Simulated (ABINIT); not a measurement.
NiO:

```
Ni O
1.0
     0.00000    2.08590    2.08590
     2.08590    0.00000    2.08590
     2.08590    2.08590    0.00000
Ni O
1 1
Direct
  0.00000 0.00000 0.00000
  0.50000 0.50000 0.50000
```

- Program: ABINIT 10.8.3 (patched build)
- Task: relaxation of cell and atoms
- Functional: LDA
- Potentials or basis: PseudoDojo NC SR LDA v0.4 stringent
- Cutoff: 1415 eV
- k mesh: 8 × 8 × 8
- Occupations: fermi-dirac, width 0.05 eV
- Spin: collinear spin, ferromagnetic start
- Starting moments: [1.0, 0.0] μB

At the start: pressure -19.4 GPa; volume 9.08 Å³/atom.

Task: Where does the relaxation end?

Result: Over 5 steps the energy falls by 44.9 meV/atom and the volume is 8.26 Å³/atom (-9.0 %); space group Fm-3m (No. 225, to 0.05 Å); moment 0.00 μB per cell.

Step by step:
```csv
step,energy change (eV),largest force (eV/Å),pressure (GPa),volume (Å³)
1,0.0000,0.0000,-19.36,18.15
2,-0.0743,0.0000,-8.30,17.10
3,-0.0892,0.0000,1.75,16.41
4,-0.0898,0.0000,-0.08,16.52
5,-0.0898,0.0000,0.00,16.52
```

Final structure:
```xyz
2
Lattice="0.0000 2.0213 2.0213 2.0213 0.0000 2.0213 2.0213 2.0213 0.0000" Properties=species:S:1:pos:R:3 pbc="T T T"
Ni    0.0000    0.0000    0.0000
O     2.0213    2.0213    2.0213
```

Caveat: small starting moments can end in a higher magnetic state in this program.
